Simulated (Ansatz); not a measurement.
# WS2: the cost of one run

Computed with Ansatz 0.2.0 (DFT PBEsol, scalar-relativistic, plane waves, PAW, unless a step's input says otherwise).

2 further runs of the same task are left out: 1 that didn't finish, 1 set aside as unsound or not needed.

## (1) The structure to begin with

Symmetry: R3m, No. 160, trigonal system. Conventional cell: a = 3.148 Å, b = 3.148 Å, c = 19.111 Å, α = 90.00°, β = 90.00°, γ = 120.00°. Around W (site symmetry 3m) lie 6 S at 2.40 Å. Around S (site symmetry 3m) lie 3 W at 2.40 Å.

Coordinates:

```
CELL_PARAMETERS angstrom
1.57380 0.90864 6.37047
-1.57380 0.90864 6.37047
0.00000 -1.81727 6.37047
ATOMIC_POSITIONS crystal
W 0.00067 0.00067 0.00067
S 0.25204 0.25204 0.25204
S 0.41599 0.41599 0.41599
```

This cell was relaxed beforehand with the same method: volume 18.22 Å³/atom, gap on the mesh 1.15 eV.

## (2) A stricter relaxation

Response functions are second derivatives at a minimum, so forces and stress are first brought close to zero on the mesh and occupations that the response runs use.

File input.yaml:

```yaml
crystal:
  lattice:
    - [1.5738035143, 0.9086358827, 6.3704661751]
    - [-1.5738035143, 0.9086358827, 6.3704661751]
    - [0.0, -1.8172717653, 6.3704661751]
  atoms:
    - { symbol: W, position: [0.0006715132, 0.0006715132, 0.0006715132] }
    - { symbol: S, position: [0.252036993, 0.252036993, 0.252036993] }
    - { symbol: S, position: [0.4159914938, 0.4159914938, 0.4159914938] }
basis:
  ecutwfc: 420
kpoints:
  mp_grid: { grid: [12, 12, 12] }
hamiltonian:
  xc: pbesol
scf:
  occupations: { method: fixed }
output:
  forces: true
  stress: true
  eigenvalues: true
relax:
  adjacent_minimum: "off"
  f_tol: 0.001
  max_steps: 60
  cell: { stress_tol: 0.01 }
```

Launch:

```
$ ansatz run input.yaml --threads 1 --pin off --max-ram 3072MiB --backend cpu --events-out ev --progress --plain --runs-dir out
```

What time and memory should one allow on 1 thread of AMD EPYC, shared host?

About 3.3 min, with a peak of 0.55 GiB.
